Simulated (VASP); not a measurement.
# KI (F-43m) in VASP: a series of runs

One crystal, KI, is run at these levels: HSE06, PBE, PBE-based screened hybrid; tasks: single point.

All numbers are computed with VASP 6.6.1; they aren't measurements. Logs are shortened: lines on timing, memory, paths and dates and some standing lists are left out, and cuts for length are marked.

## Step 1: Starting point

The structure is cubic, space group F-43m (No. 216). Conventional cell: a = 7.932 Å, b = 7.932 Å, c = 7.932 Å, α = 90.00°, β = 90.00°, γ = 90.00°. K (site symmetry -43m) is surrounded by 4 I at 3.43 Å. Around I (site symmetry -43m) lie 4 K at 3.43 Å.

The cell was built by a generator and needn't be a form met in nature.

## Step 2: Single point, HSE06

POSCAR

```
KI
1.0
    0.0000000000      3.9658942500      3.9658942500
    3.9658942500      0.0000000000      3.9658942500
    3.9658942500      3.9658942500      0.0000000000
K I
1 1
Direct
    0.0000000000      0.0000000000      0.0000000000
    0.2500000000      0.2500000000      0.2500000000
```

INCAR.step1

```
PREC = Accurate
ENCUT = 520
EDIFF = 1E-5
ISMEAR = 0
SIGMA = 0.01
LREAL = F
LASPH = T
NELM = 80
ALGO = Normal
ISIF = 2
LWAVE = T
LCHARG = F
NBANDS = 15
GGA = PE
```

INCAR.step2

```
PREC = Accurate
ENCUT = 520
EDIFF = 1E-6
ISMEAR = 0
SIGMA = 0.01
LREAL = F
LASPH = T
NELM = 80
ALGO = Normal
ISIF = 2
LWAVE = F
LCHARG = F
GGA = PE
LHFCALC = T
HFSCREEN = 0.2079
PRECFOCK = Normal
NBANDS = 15
ISTART = 1
```

KPOINTS

```
regular mesh
0
Gamma
  4 4 4
```

Potentials or basis: VASP PAW PBE potentials, release 64 (K_sv, I).

Launch:

```console
cat potpaw_PBE.64/K_sv/POTCAR potpaw_PBE.64/I/POTCAR > POTCAR
cp INCAR.step1 INCAR
mpirun -np 1 vasp_std > vasp.out
cp INCAR.step2 INCAR
mpirun -np 1 vasp_std > vasp.out
```

OUTCAR:

```text
PREC = Accurate
   ENCUT = 520
   EDIFF = 1E-6
   ISMEAR = 0
   LREAL = F
   LASPH = T
   NELM = 80
   ISIF = 2
   GGA = PE
   LHFCALC = T
   HFSCREEN = 0.2079
   PRECFOCK = Normal
   ISTART = 1

 ion  position               nearest neighbor table
   1  0.000  0.000  0.000-   2 3.43   2 3.43   2 3.43   2 3.43
   2  0.250  0.250  0.250-   1 3.43   1 3.43   1 3.43   1 3.43

  LATTYP: Found a face centered cubic cell.
 ALAT       =     7.9317885000

  Lattice vectors:

 A1 = (   0.0000000000,   3.9658942500,   3.9658942500)
 A2 = (   3.9658942500,   0.0000000000,   3.9658942500)
 A3 = (   3.9658942500,   3.9658942500,   0.0000000000)

Analysis of symmetry for initial positions (statically):
=====================================================================
 Subroutine PRICEL returns:
 Original cell was already a primitive cell.

 Routine SETGRP: Setting up the symmetry group for a
 face centered cubic supercell.

 Subroutine GETGRP returns: Found 24 space group operations
 (whereof 24 operations were pure point group operations)
 out of a pool of 48 trial point group operations.

The static configuration has the point symmetry T_d .

Analysis of symmetry for dynamics (positions and initial velocities):
=====================================================================
 Subroutine PRICEL returns:
 Original cell was already a primitive cell.

 Routine SETGRP: Setting up the symmetry group for a
 face centered cubic supercell.

 Subroutine GETGRP returns: Found 24 space group operations
 (whereof 24 operations were pure point group operations)
 out of a pool of 48 trial point group operations.

The dynamic configuration has the point symmetry T_d .

 Subroutine INISYM returns: Found 24 space group operations
 (whereof 24 operations are pure point group operations),
 and found     1 'primitive' translations

----------------------------------------------------------------------------------------

                                     Primitive cell

  volume of cell :     124.7537

  direct lattice vectors                    reciprocal lattice vectors
     0.000000000  3.965894250  3.965894250    -0.126074970  0.126074970  0.126074970
     3.965894250  0.000000000  3.965894250     0.126074970 -0.126074970  0.126074970
     3.965894250  3.965894250  0.000000000     0.126074970  0.126074970 -0.126074970

  length of vectors
     5.608621435  5.608621435  5.608621435     0.218368254  0.218368254  0.218368254

  position of ions in fractional coordinates (direct lattice)
     0.000000000  0.000000000  0.000000000
     0.250000000  0.250000000  0.250000000

  ion indices of the primitive-cell ions
   primitive index   ion index
                 1           1
                 2           2

----------------------------------------------------------------------------------------

 KPOINTS: regular mesh

Automatic generation of k-mesh.
 Grid dimensions read from file:
 generate k-points for:    4    4    4

 Generating k-lattice:

  Cartesian coordinates                     Fractional coordinates (reciprocal lattice)
    -0.031518743  0.031518743  0.031518743     0.250000000  0.000000000  0.000000000
     0.031518743 -0.031518743  0.031518743     0.000000000  0.250000000  0.000000000
     0.031518743  0.031518743 -0.031518743     0.000000000  0.000000000  0.250000000

  Length of vectors
     0.054592064  0.054592064  0.054592064

  Shift w.r.t. Gamma in fractional coordinates (k-lattice)
     0.000000000  0.000000000  0.000000000

 Subroutine IBZKPT returns following result:
 ===========================================

 Found      8 irreducible k-points:

 Following reciprocal coordinates:
            Coordinates               Weight
  0.000000  0.000000  0.000000      1.000000
  0.250000  0.000000  0.000000      8.000000
  0.500000  0.000000  0.000000      4.000000
  0.250000  0.250000  0.000000      6.000000
  0.500000  0.250000  0.000000     24.000000
 -0.250000  0.250000  0.000000     12.000000
  0.500000  0.500000  0.000000      3.000000
 -0.250000  0.500000  0.250000      6.000000
   k-points           NKPTS =      8   k-points in BZ     NKDIM =     64   number of bands    NBANDS=     15
   number of dos      NEDOS =    301   number of ions     NIONS =      2
   total plane-waves  NPLWV =  74088
   dimension x,y,z NGX =    42 NGY =   42 NGZ =   42
   dimension x,y,z NGXF=    84 NGYF=   84 NGZF=   84
   ions per type =               1   1
   NGX,Y,Z   is equivalent  to a cutoff of  12.45, 12.45, 12.45 a.u.
   NGXF,Y,Z  is equivalent  to a cutoff of  24.90, 24.90, 24.90 a.u.
 SYSTEM =  unknown system
   PREC   = accura    normal or accurate (medium, high low for compatibility)
   ISTART =      1    job   : 0-new  1-cont  2-samecut
   ICHARG =      0    charge: 1-file 2-atom 10-const
   ISPIN  =      1    spin polarized calculation?
   LNONCOLLINEAR =      F non collinear calculations
   LSORBIT =      F    spin-orbit coupling
   LASPH  =      T    aspherical Exc in radial PAW
   ENCUT  =  520.0 eV  38.22 Ry    6.18 a.u.  10.43 10.43 10.43*2*pi/ulx,y,z
   NELM   =     80;   NELMIN=  2; NELMDL=  0     # of ELM steps
   EDIFF  = 0.1E-05   stopping-criterion for ELM
   LREAL  =      F    real-space projection
   EDIFFG = 0.1E-04   stopping-criterion for IOM
   NSW    =      0    number of steps for IOM
   IBRION =     -1    ionic relax: 0-MD 1-quasi-New 2-CG
   NFREE  =      0    steps in history (QN), initial steepest desc. (CG)
   ISIF   =      2    stress and relaxation
   ISYM   =      3    0-nonsym 1-usesym 2-fastsym
   POTIM  = 0.5000    time-step for ionic-motion
   TEBEG  =    0.0;   TEEND  =   0.0 temperature during run
   PSTRESS=    0.0 pullay stress
   NELECT =      16.0000    total number of electrons
   NUPDOWN=      -1.0000    fix difference up-down
   EMIN   =  10.00;   EMAX   =-10.00  energy-range for DOS
   EFERMI =   0.00;   METHOD = LEGACY
   ISMEAR =     0;   SIGMA  =   0.01  broadening in eV -4-tet -1-fermi 0-gaus
   EFERMI_NEDOS =   21; number of points for ismear=-14 and -15
   IALGO  =     38    algorithm
   IMIX   =      1    mixing-type and parameters
     AMIX     =   0.40;   BMIX     =  1.00
     AMIX_MAG =   1.60;   BMIX_MAG =  1.00
  volume/ion in A,a.u.               =      62.38       420.94
  Fermi-wavevector in a.u.,A,eV,Ry     =   0.825589  1.560136  9.273684  0.681597
  Thomas-Fermi vector in A             =   1.937473
   LORBIT       =      0    0 simple, 1 ext, 2 COOP (PROOUT), +10 PAW based schemes
   GGA     = PE    functional components
   LHFCALC =     T    Hartree Fock is set to
   PRECFOCK=normal    Normal, Fast or Accurate (Low or Medium for compatibility)
   ENCUT4O =  -1.0   cutoff for four orbital integrals eV
   NKREDX  =     1    reduce k-point grid by
   NKREDY  =     1    reduce k-point grid by
   NKREDZ  =     1    reduce k-point grid by
   AEXX    =    0.2500 exact exchange contribution
   HFSCREEN=    0.2079 screening length (either q_TF or 0.3 A-1)
   HFSCREENC=   0.2079 screening length for correlation (either q_TF or 0.3 A-1)
   ENCUTFOCK=  -1.0 apply spherical cutoff to Coloumb kernel
   IVDW    =     0    specifies the selected vdW correction
   LEPSILON=     F    determine dielectric tensor
   LRPA    =     F    only Hartree local field effects (RPA)
 non-spin polarized calculation
 Gauss-broadening in eV      SIGMA  =   0.01
  energy-cutoff  :      520.00
  volume of cell :      124.75
 maximum number of plane-waves:      3383
 NGX is ok and might be reduce to    42
  NGX = 32; NGY = 32; NGZ = 32

 number of electron      16.0000003 magnetization

 Free energy of the ion-electron system (eV)
  ---------------------------------------------------
  ext. energy  EPLUGINS =         0.00000000
  ---------------------------------------------------
  free energy    TOTEN  =        -6.21381141 eV

  energy without entropy =       -6.21381141  energy(sigma->0) =       -6.21381141

 E-fermi :  -2.8028     XC(G=0):  -4.8670

 val. band max:       -2.9150698802   @ k =   0.0000   0.0000   0.0000
 cond. band min:       1.9623759871   @ k =   0.0000   0.0000   0.0000
 fundamental gap:      4.8774458672
 Fermi energy:        -2.8028134885

 k-point     1 :       0.0000    0.0000    0.0000
  band No.  band energies     occupation
      1     -33.6923      2.00000
      2     -15.8317      2.00000
      3     -15.8317      2.00000
      4     -15.8317      2.00000
      5     -13.7824      2.00000
      6      -2.9151      2.00000
      7      -2.9151      2.00000
      8      -2.9151      2.00000
      9       1.9624      0.00000
     10       5.8644      0.00000
     11       5.8644      0.00000
     12       6.3341      0.00000
     13       6.3341      0.00000
     14       6.3341      0.00000
     15       7.5309      0.00000

 k-point     2 :       0.2500    0.0000    0.0000
  band No.  band energies     occupation
      1     -33.6920      2.00000
      2     -15.8648      2.00000
      3     -15.8334      2.00000
      4     -15.8334      2.00000
      5     -13.7257      2.00000
      6      -3.1779      2.00000
      7      -2.9203      2.00000
      8      -2.9203      2.00000
      9       2.7822      0.00000
     10       5.4439      0.00000
     11       5.4439      0.00000
     12       5.5284      0.00000
     13       6.7436      0.00000
     14       6.8087      0.00000
     15       6.8087      0.00000

 k-point     3 :       0.5000    0.0000    0.0000
  band No.  band energies     occupation
      1     -33.6918      2.00000
      2     -15.8963      2.00000
      3     -15.8352      2.00000
      4     -15.8352      2.00000
      5     -13.6707      2.00000
      6      -3.3931      2.00000
      7      -2.9259      2.00000
      8      -2.9259      2.00000
      9       3.7461      0.00000
     10       4.5898      0.00000
     11       5.3050      0.00000
     12       5.3050      0.00000
     13       6.8854      0.00000
     14       6.8855      0.00000
     15       7.4397      0.00000

 k-point     4 :       0.2500    0.2500    0.0000
  band No.  band energies     occupation
      1     -33.6920      2.00000
      2     -15.8720      2.00000
      3     -15.8358      2.00000
      4     -15.8358      2.00000
      5     -13.7071      2.00000
      6      -3.1997      2.00000
      7      -2.9496      2.00000
      8      -2.9496      2.00000
      9       3.0155      0.00000
     10       4.6047      0.00000
     11       5.5264      0.00000
     12       6.3573      0.00000
     13       6.7297      0.00000
     14       6.7297      0.00000
     15       7.5627      0.00000

 k-point     5 :       0.5000    0.2500    0.0000
  band No.  band energies     occupation
      1     -33.6917      2.00000
      2     -15.9002      2.00000
      3     -15.8404      2.00000
      4     -15.8376      2.00000
      5     -13.6526      2.00000
      6      -3.3191      2.00000
      7      -3.0527      2.00000
      8      -2.9544      2.00000
      9       3.7255      0.00000
     10       4.4203      0.00000
     11       5.3044      0.00000
     12       5.8637      0.00000
     13       6.9458      0.00000
     14       7.1169      0.00000
     15       7.5780      0.00000

 k-point     6 :      -0.2500    0.2500    0.0000
  band No.  band energies     occupation
      1     -33.6918      2.00000
      2     -15.8913      2.00000
      3     -15.8403      2.00000
      4     -15.8352      2.00000
      5     -13.6706      2.00000
      6      -3.2576      2.00000
      7      -3.0763      2.00000
      8      -2.9252      2.00000
      9       3.7052      0.00000
     10       4.6593      0.00000
     11       5.2233      0.00000
     12       5.2821      0.00000
     13       6.9802      0.00000
     14       7.0984      0.00000
     15       7.5539      0.00000

 k-point     7 :       0.5000    0.5000    0.0000
  band No.  band energies     occupation
      1     -33.6916      2.00000
      2     -15.9096      2.00000
      3     -15.8399      2.00000
      4     -15.8399      2.00000
      5     -13.6346      2.00000
      6      -3.4123      2.00000
      7      -2.9819      2.00000
      8      -2.9819      2.00000
      9       3.3137      0.00000
     10       4.3730      0.00000
     11       6.1279      0.00000
     12       6.7282      0.00000
     13       6.7282      0.00000
     14       7.1833      0.00000
     15       7.3466      0.00000

 k-point     8 :      -0.2500    0.5000    0.2500
  band No.  band energies     occupation
      1     -33.6916      2.00000
      2     -15.9072      2.00000
      3     -15.8424      2.00000
      4     -15.8400      2.00000
      5     -13.6347      2.00000
      6      -3.2388      2.00000
      7      -3.1722      2.00000
      8      -2.9919      2.00000
      9       3.6589      0.00000
     10       4.5990      0.00000
     11       5.6614      0.00000
     12       5.7343      0.00000
     13       6.7875      0.00000
     14       7.2582      0.00000
     15       7.6822      0.00000

------------------------ aborting loop because EDIFF is reached ----------------------------------------

  FORCE on cell =-STRESS in cart. coord.  units (eV):
  Direction    XX          YY          ZZ          XY          YZ          ZX
  --------------------------------------------------------------------------------------
  -------------------------------------------------------------------------------------
  Total        0.0725068      0.0725068      0.0725068     -0.0000000      0.0000000     -0.0000000
  in kB        0.9311843      0.9311843      0.9311843     -0.0000000      0.0000000     -0.0000000
  external PRESSURE =       0.9311843 kB  Pullay stress =       0.0000000 kB

 VOLUME and BASIS-vectors are now :
 -----------------------------------------------------------------------------
  energy-cutoff  :      520.00
  volume of cell :      124.75
      direct lattice vectors                 reciprocal lattice vectors
     0.000000000  3.965894250  3.965894250    -0.126074970  0.126074970  0.126074970
     3.965894250  0.000000000  3.965894250     0.126074970 -0.126074970  0.126074970
     3.965894250  3.965894250  0.000000000     0.126074970  0.126074970 -0.126074970

 POSITION                                       TOTAL-FORCE (eV/Angst)
 -----------------------------------------------------------------------------------
      0.00000      0.00000      0.00000        -0.000000      0.000000     -0.000000
      1.98295      1.98295      1.98295         0.000000     -0.000000      0.000000
 -----------------------------------------------------------------------------------
    total drift:                                0.000004     -0.000003     -0.000001

  FREE ENERGIE OF THE ION-ELECTRON SYSTEM (eV)
  ---------------------------------------------------
  free  energy   TOTEN  =        -6.2138114119 eV

  energy  without entropy=       -6.2138114119  energy(sigma->0) =       -6.21381141
```

Run time: 9.7 min. Hardware: 1 thread of Intel Xeon 6975P-C (Granite Rapids), shared host; peak memory 0.38 GiB.

What came out:

```yaml
Free_energy: -6.2138 eV
Pressure: 0.1 GPa
Band_gap_on_the_k_mesh: 4.88 eV, direct
```

Caveat: the PAW data sets were made with another functional, which shifts forces and pressure a little; spin-orbit coupling is left out, which moves the levels of the heavy elements.

(Part 1 of 2 ends here.)
